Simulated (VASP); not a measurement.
# AlRu (Pm-3m) in VASP: notebook

Aim: see how the results for AlRu move with the level of theory and the settings. Levels: r2SCAN, optPBE-vdW, BEEF-vdW, vdW-DF2. Tasks: relaxation of cell and atoms.

Program: VASP 6.6.1. These are calculated values, not measurements. Logs are shortened: lines on timing, memory, paths and dates and some standing lists are left out, and cuts for length are marked.

## Step 1: The crystal as given

Symmetry: Pm-3m, No. 221, cubic system. The conventional cell has a = 2.992 Å, b = 2.992 Å, c = 2.992 Å, α = 90.00°, β = 90.00°, γ = 90.00°. Ru (site symmetry m-3m) is surrounded by 8 Al at 2.59 Å. Al (site symmetry m-3m) has 8 Ru at 2.59 Å as nearest neighbours.

## Step 2: Relaxation of cell and atoms, r2SCAN

INCAR reads:

```
SYSTEM = AlRu
PREC     = Accurate       ! precision mode
ENCUT    = 600            ! plane-wave cutoff, eV
EDIFF    = 1E-7           ! SCF threshold, eV
ISMEAR   = -1             ! smearing method
SIGMA    = 0.05           ! smearing width, eV
LREAL    = .FALSE.        ! projectors in reciprocal space
LASPH    = .TRUE.         ! aspherical terms in the spheres
NELM     = 60             ! most SCF steps
ALGO     = Normal         ! electronic algorithm
ISIF     = 3              ! what is computed and relaxed
LWAVE    = .FALSE.        ! write WAVECAR
LCHARG   = .FALSE.        ! write CHGCAR
METAGGA  = R2SCAN         ! meta-GGA
LMIXTAU  = .TRUE.       
IBRION   = 2              ! ionic algorithm
NSW      = 40             ! ionic steps
EDIFFG   = -0.02          ! ionic threshold
```

KPOINTS reads:

```
regular mesh
0
G
  8 8 8
  0 0 0
```

POSCAR reads:

```
AlRu
1.0
    2.9916000000      0.0000000000      0.0000000000
    0.0000000000      2.9916000000      0.0000000000
    0.0000000000      0.0000000000      2.9916000000
Ru Al
1 1
Direct
    0.5000000000      0.5000000000      0.5000000000
    0.0000000000      0.0000000000      0.0000000000
```

Potentials or basis: VASP PAW PBE potentials, release 64 (Ru_pv, Al).

Command:

```
> cat potpaw_PBE.64/Ru_pv/POTCAR potpaw_PBE.64/Al/POTCAR > POTCAR
> mpirun -np 1 vasp_std > vasp.out
```

OUTCAR:

```text
SYSTEM = AlRu
   PREC = Accurate
   ENCUT = 600
   EDIFF = 1E-7
   ISMEAR = -1
   LREAL = .FALSE.
   LASPH = .TRUE.
   NELM = 60
   ISIF = 3
   METAGGA = R2SCAN
   IBRION = 2
   NSW = 40
   EDIFFG = -0.02

 ion  position               nearest neighbor table
   1  0.500  0.500  0.500-   2 2.59   2 2.59   2 2.59   2 2.59   2 2.59   2 2.59   2 2.59   2 2.59

   2  0.000  0.000  0.000-   1 2.59   1 2.59   1 2.59   1 2.59   1 2.59   1 2.59   1 2.59   1 2.59

  LATTYP: Found a simple cubic cell.
 ALAT       =     2.9916000000

  Lattice vectors:

 A1 = (   2.9916000000,   0.0000000000,   0.0000000000)
 A2 = (   0.0000000000,   2.9916000000,   0.0000000000)
 A3 = (   0.0000000000,   0.0000000000,   2.9916000000)

Analysis of symmetry for initial positions (statically):
=====================================================================
 Subroutine PRICEL returns:
 Original cell was already a primitive cell.

 Routine SETGRP: Setting up the symmetry group for a
 simple cubic supercell.

 Subroutine GETGRP returns: Found 48 space group operations
 (whereof 48 operations were pure point group operations)
 out of a pool of 48 trial point group operations.

The static configuration has the point symmetry O_h .

Analysis of symmetry for dynamics (positions and initial velocities):
=====================================================================
 Subroutine PRICEL returns:
 Original cell was already a primitive cell.

 Routine SETGRP: Setting up the symmetry group for a
 simple cubic supercell.

 Subroutine GETGRP returns: Found 48 space group operations
 (whereof 48 operations were pure point group operations)
 out of a pool of 48 trial point group operations.

The dynamic configuration has the point symmetry O_h .

 Subroutine INISYM returns: Found 48 space group operations
 (whereof 48 operations are pure point group operations),
 and found     1 'primitive' translations

----------------------------------------------------------------------------------------

                                     Primitive cell

  volume of cell :      26.7738

  direct lattice vectors                    reciprocal lattice vectors
     2.991600000  0.000000000  0.000000000     0.334269287  0.000000000  0.000000000
     0.000000000  2.991600000  0.000000000     0.000000000  0.334269287  0.000000000
     0.000000000  0.000000000  2.991600000     0.000000000  0.000000000  0.334269287

  length of vectors
     2.991600000  2.991600000  2.991600000     0.334269287  0.334269287  0.334269287

  position of ions in fractional coordinates (direct lattice)
     0.500000000  0.500000000  0.500000000
     0.000000000  0.000000000  0.000000000

  ion indices of the primitive-cell ions
   primitive index   ion index
                 1           1
                 2           2

----------------------------------------------------------------------------------------

 KPOINTS: regular mesh

Automatic generation of k-mesh.
 Grid dimensions read from file:
 generate k-points for:    8    8    8

 Generating k-lattice:

  Cartesian coordinates                     Fractional coordinates (reciprocal lattice)
     0.041783661  0.000000000  0.000000000     0.125000000  0.000000000  0.000000000
     0.000000000  0.041783661  0.000000000     0.000000000  0.125000000  0.000000000
     0.000000000  0.000000000  0.041783661     0.000000000  0.000000000  0.125000000

  Length of vectors
     0.041783661  0.041783661  0.041783661

  Shift w.r.t. Gamma in fractional coordinates (k-lattice)
     0.000000000  0.000000000  0.000000000

 Subroutine IBZKPT returns following result:
 ===========================================

 Found     35 irreducible k-points:

 Following reciprocal coordinates:
            Coordinates               Weight
  0.000000  0.000000  0.000000      1.000000
  0.125000  0.000000  0.000000      6.000000
  0.250000  0.000000  0.000000      6.000000
  0.375000  0.000000  0.000000      6.000000
  0.500000  0.000000  0.000000      3.000000
  0.125000  0.125000  0.000000     12.000000
[... 16 lines left out ...]
  0.375000  0.375000  0.125000     24.000000
  0.500000  0.375000  0.125000     24.000000
 [... further k-points ...]
   k-points           NKPTS =     35   k-points in BZ     NKDIM =     35   number of bands    NBANDS=     12
   number of dos      NEDOS =    301   number of ions     NIONS =      2
   total plane-waves  NPLWV =  13824
   dimension x,y,z NGX =    24 NGY =   24 NGZ =   24
   dimension x,y,z NGXF=    48 NGYF=   48 NGZF=   48
   ions per type =               1   1
   NGX,Y,Z   is equivalent  to a cutoff of  13.34, 13.34, 13.34 a.u.
   NGXF,Y,Z  is equivalent  to a cutoff of  26.67, 26.67, 26.67 a.u.
 SYSTEM =  AlRu
   PREC   = accura    normal or accurate (medium, high low for compatibility)
   ISTART =      0    job   : 0-new  1-cont  2-samecut
   ICHARG =      2    charge: 1-file 2-atom 10-const
   ISPIN  =      1    spin polarized calculation?
   LNONCOLLINEAR =      F non collinear calculations
   LSORBIT =      F    spin-orbit coupling
   LASPH  =      T    aspherical Exc in radial PAW
   ENCUT  =  600.0 eV  44.10 Ry    6.64 a.u.   5.97  5.97  5.97*2*pi/ulx,y,z
   NELM   =     60;   NELMIN=  2; NELMDL= -5     # of ELM steps
   EDIFF  = 0.1E-06   stopping-criterion for ELM
   LREAL  =      F    real-space projection
   EDIFFG = -.2E-01   stopping-criterion for IOM
   NSW    =     40    number of steps for IOM
   IBRION =      2    ionic relax: 0-MD 1-quasi-New 2-CG
   NFREE  =      1    steps in history (QN), initial steepest desc. (CG)
   ISIF   =      3    stress and relaxation
   ISYM   =      2    0-nonsym 1-usesym 2-fastsym
   POTIM  = 0.5000    time-step for ionic-motion
   TEBEG  =    0.0;   TEEND  =   0.0 temperature during run
   PSTRESS=    0.0 pullay stress
   NELECT =      17.0000    total number of electrons
   NUPDOWN=      -1.0000    fix difference up-down
   EMIN   =  10.00;   EMAX   =-10.00  energy-range for DOS
   EFERMI =   0.00;   METHOD = LEGACY
   ISMEAR =    -1;   SIGMA  =   0.05  broadening in eV -4-tet -1-fermi 0-gaus
   EFERMI_NEDOS =   21; number of points for ismear=-14 and -15
   IALGO  =     38    algorithm
   IMIX   =      4    mixing-type and parameters
     AMIX     =   0.40;   BMIX     =  1.00
     AMIX_MAG =   1.60;   BMIX_MAG =  1.00
  volume/ion in A,a.u.               =      13.39        90.34
  Fermi-wavevector in a.u.,A,eV,Ry     =   1.407087  2.659009 26.938090  1.979894
  Thomas-Fermi vector in A             =   2.529382
   LORBIT       =      0    0 simple, 1 ext, 2 COOP (PROOUT), +10 PAW based schemes
   METAGGA = R2SCAN    functional components
   LHFCALC =     F    Hartree Fock is set to
   AEXX    =    0.0000 exact exchange contribution
   IVDW    =     0    specifies the selected vdW correction
   LEPSILON=     F    determine dielectric tensor
   LRPA    =     F    only Hartree local field effects (RPA)
 conjugate gradient relaxation of ions
 non-spin polarized calculation
  energy-cutoff  :      600.00
  volume of cell :       26.77
 maximum number of plane-waves:       912
 NGX is ok and might be reduce to    24
   NGX = 11   NGY = 11   NGZ = 11

--------------------------------------- Ionic step        1  -------------------------------------------

 number of electron      16.9999995 magnetization

 Free energy of the ion-electron system (eV)
  ---------------------------------------------------
  ext. energy  EPLUGINS =         0.00000000
  ---------------------------------------------------
  free energy    TOTEN  =       -33.58018802 eV

  energy without entropy =      -33.56231336  energy(sigma->0) =      -33.57125069

------------------------ aborting loop because EDIFF is reached ----------------------------------------

  FORCE on cell =-STRESS in cart. coord.  units (eV):
  Direction    XX          YY          ZZ          XY          YZ          ZX
  --------------------------------------------------------------------------------------
  -------------------------------------------------------------------------------------
  Total       -0.2442794     -0.2442794     -0.2442794     -0.0000000      0.0000000     -0.0000000
  in kB      -14.6179637    -14.6179637    -14.6179637     -0.0000000      0.0000000     -0.0000000
  external PRESSURE =     -14.6179637 kB  Pullay stress =       0.0000000 kB
[... 57 lines left out ...]
  energy  without entropy=      -33.5613242617  energy(sigma->0) =      -33.57005388

--------------------------------------- Ionic step        3  -------------------------------------------

 number of electron      16.9999996 magnetization

 Free energy of the ion-electron system (eV)
  ---------------------------------------------------
  ext. energy  EPLUGINS =         0.00000000
  ---------------------------------------------------
  free energy    TOTEN  =       -33.58101898 eV

  energy without entropy =      -33.56329820  energy(sigma->0) =      -33.57215859

 E-fermi :  10.7334     XC(G=0): -13.6499

 val. band max:       10.6622113092   @ k =   0.2500   0.1250   0.0000
 cond. band min:      10.7628538546   @ k =   0.5000   0.3750   0.1250
 fundamental gap:      0.1006425454
 Fermi energy:        10.7334043520

 k-point     1 :       0.0000    0.0000    0.0000
  band No.  band energies     occupation
      1     -32.3834      2.00000
      2     -32.3834      2.00000
      3     -32.3834      2.00000
      4       0.4499      2.00000
      5       6.9619      2.00000
      6       6.9619      2.00000
      7      10.8510      0.17374
      8      10.8510      0.17374
      9      10.8510      0.17374
     10      17.2104      0.00000
     11      17.2104      0.00000
     12      17.2104      0.00000
[... 331 lines left out ...]
 k-point    24 :       0.5000    0.3750    0.1250
  band No.  band energies     occupation
      1     -32.5903      2.00000
      2     -32.5531      2.00000
      3     -32.3778      2.00000
      4       4.5744      2.00000
      5       7.0488      2.00000
      6       7.8155      2.00000
      7       8.5465      2.00000
      8      10.2332      1.99991
      9      10.7629      0.71373
     10      12.8857      0.00000
     11      17.1076      0.00000
     12      17.5834      0.00000

 [... further k-points ...]

------------------------ aborting loop because EDIFF is reached ----------------------------------------

  FORCE on cell =-STRESS in cart. coord.  units (eV):
  Direction    XX          YY          ZZ          XY          YZ          ZX
  --------------------------------------------------------------------------------------
  -------------------------------------------------------------------------------------
  Total       -0.0015672     -0.0015672     -0.0015672      0.0000000     -0.0000000      0.0000000
  in kB       -0.0944145     -0.0944145     -0.0944145      0.0000000     -0.0000000      0.0000000
  external PRESSURE =      -0.0944145 kB  Pullay stress =       0.0000000 kB
[... 17 lines left out ...]
  FREE ENERGIE OF THE ION-ELECTRON SYSTEM (eV)
  ---------------------------------------------------
  free  energy   TOTEN  =       -33.5810189800 eV

  energy  without entropy=      -33.5632982016  energy(sigma->0) =      -33.57215859

 reached required accuracy - stopping structural energy minimisation
```

Wall time 68 s (1 thread of Intel Xeon Platinum 8259CL at 2.50GHz (Skylake/Cascade Lake), shared host); peak memory 0.16 GiB.

Results:

* Free energy: -33.5810 eV
* Relaxed volume: 13.30 Å³/atom
* Relaxed cell: a = 2.985 Å, b = 2.985 Å, c = 2.985 Å, α = 90.00°, β = 90.00°, γ = 90.00°
* Space group after relaxing (to 0.05 Å): Pm-3m (No. 221)
* Energy gained by relaxing: 0.4 meV/atom
* Ionic steps: 3
* Pressure after relaxing: 0.0 GPa
* Band gap on the k mesh: none (metal or under the smearing width)

The path:
| step | energy change (eV) | largest force (eV/Å) | pressure (GPa) | volume (Å³) |
| --- | --- | --- | --- | --- |
| 1 | 0.0000 | 0.0000 | -1.46 | 26.77 |
| 2 | 0.0014 | 0.0000 | 2.48 | 26.30 |
| 3 | -0.0008 | 0.0000 | -0.01 | 26.59 |

Final structure:
```
Ru Al
1.0
     2.98492    0.00000    0.00000
     0.00000    2.98492    0.00000
     0.00000    0.00000    2.98492
Ru Al
1 1
Direct
  0.50000 0.50000 0.50000
  0.00000 0.00000 0.00000
```

Caveat: the PAW data sets were made with another functional, which shifts forces and pressure a little.

## Step 3: Relaxation of cell and atoms, optPBE-vdW

INCAR reads:

```
SYSTEM = AlRu
  AGGAC = 0.0
  ALGO = Normal
  EDIFF = 1E-7
  EDIFFG = -0.01
  ENCUT = 600
  GGA = OR
  IBRION = 2
  ISIF = 3
  ISMEAR = -1
  LASPH = .True.
  LCHARG = .False.
  LREAL = .False.
  LUSE_VDW = .True.
  LWAVE = .False.
  NELM = 100
  NSW = 40
  PREC = Accurate
  SIGMA = 0.05
```

KPOINTS reads:

```
k-points
0
Gamma
  9 9 9
  0 0 0
```

POSCAR is that of step 2.

Potentials or basis: VASP PAW PBE potentials, release 64 (Ru_pv, Al).

Command:

```
> cat potpaw_PBE.64/Ru_pv/POTCAR potpaw_PBE.64/Al/POTCAR > POTCAR
> mpirun -np 1 vasp_std > vasp.out
```

Run time: 56 s. Hardware: 1 thread of Intel Xeon 6975P-C (Granite Rapids), shared host; peak memory 0.27 GiB.

The run converged. Its results:

```
Free energy                            : -9.1812 eV
Relaxed volume                         : 13.64 Å³/atom
Relaxed cell                           : a = 3.010 Å, b = 3.010 Å, c = 3.010 Å, α = 90.00°, β = 90.00°, γ = 90.00°
Space group after relaxing (to 0.05 Å) : Pm-3m (No. 221)
Energy gained by relaxing              : 2.9 meV/atom
Ionic steps                            : 3
Pressure after relaxing                : 0.0 GPa
Band gap on the k mesh                 : none (metal or under the smearing width)
```

Step by step:
| step | energy change (eV) | largest force (eV/Å) | pressure (GPa) | volume (Å³) |
| --- | --- | --- | --- | --- |
| 1 | 0.0000 | 0.0000 | 3.81 | 26.77 |
| 2 | 0.0067 | 0.0000 | -5.15 | 28.03 |
| 3 | -0.0058 | 0.0000 | -0.02 | 27.27 |

Final structure:
```cif
data_structure
_symmetry_space_group_name_H-M 'P 1'
_symmetry_Int_Tables_number 1
_cell_length_a 3.0100
_cell_length_b 3.0100
_cell_length_c 3.0100
_cell_angle_alpha 90.000
_cell_angle_beta 90.000
_cell_angle_gamma 90.000
_cell_volume 27.27
loop_
_atom_site_label
_atom_site_type_symbol
_atom_site_fract_x
_atom_site_fract_y
_atom_site_fract_z
_atom_site_occupancy
Ru1 Ru 0.50000 0.50000 0.50000 1
Al1 Al 0.00000 0.00000 0.00000 1
```

Levels at points of the mesh, in eV from the Fermi level:
```
           k point  band 5  band 6  band 7  band 8  band 9  band 10  band 11  band 12
(0.00, 0.00, 0.00)   -3.36   -3.36    0.21    0.21    0.21     6.08     6.08     6.08
```

Caveat: the PAW data sets were made with another functional, which shifts forces and pressure a little.

[end of part 1 of 2]
